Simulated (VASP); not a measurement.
Input of a VASP 6.6.1 run:

INCAR

```
SYSTEM = Sn
ALGO = Normal
EDIFF = 1E-6
EDIFFG = -0.01
ENCUT = 300
GGA = PE
IBRION = 2
ISIF = 3
ISMEAR = 0
LASPH = .True.
LCHARG = .False.
LREAL = .False.
LWAVE = .False.
NELM = 80
NSW = 90
PREC = Accurate
SIGMA = 0.03
```

File KPOINTS:

```
k-points
0
Gamma
  5 5 5
  0 0 0
```

The input POSCAR:

```
Sn
1.0
    0.0000000000      3.2333428000      3.2333428000
    3.2333428000      0.0000000000      3.2333428000
    3.2333428000      3.2333428000      0.0000000000
Sn
2
Direct
    0.0000000000      0.0000000000      0.0000000000
    0.2500000000      0.2500000000      0.2500000000
```

Potentials or basis: VASP PAW PBE potentials, release 64 (Sn).

Command:

```console
$ cat potpaw_PBE.64/Sn/POTCAR > POTCAR
$ mpirun -np 1 vasp_std > vasp.out
```

Estimate the relaxed volume.

36.99 Å³/atom.

What does it give for the relaxed cell?

a = 4.712 Å, b = 4.712 Å, c = 4.712 Å, α = 60.00°, β = 60.00°, γ = 60.00°.

What does it give for the space group after relaxing (to 0.05 Å)?

Fd-3m (No. 227).

What does it give for the band gap on the k mesh?

None (metal or under the smearing width).

Final structure:
```xyz
2
Lattice="0.0000 3.3319 3.3319 3.3319 0.0000 3.3319 3.3319 3.3319 0.0000" Properties=species:S:1:pos:R:3 pbc="T T T"
Sn    0.0000    0.0000    0.0000
Sn    1.6659    1.6659    1.6659
```

PBE usually gives volumes a little too large and moduli too small. Zero-point motion and thermal expansion aren't in these numbers.
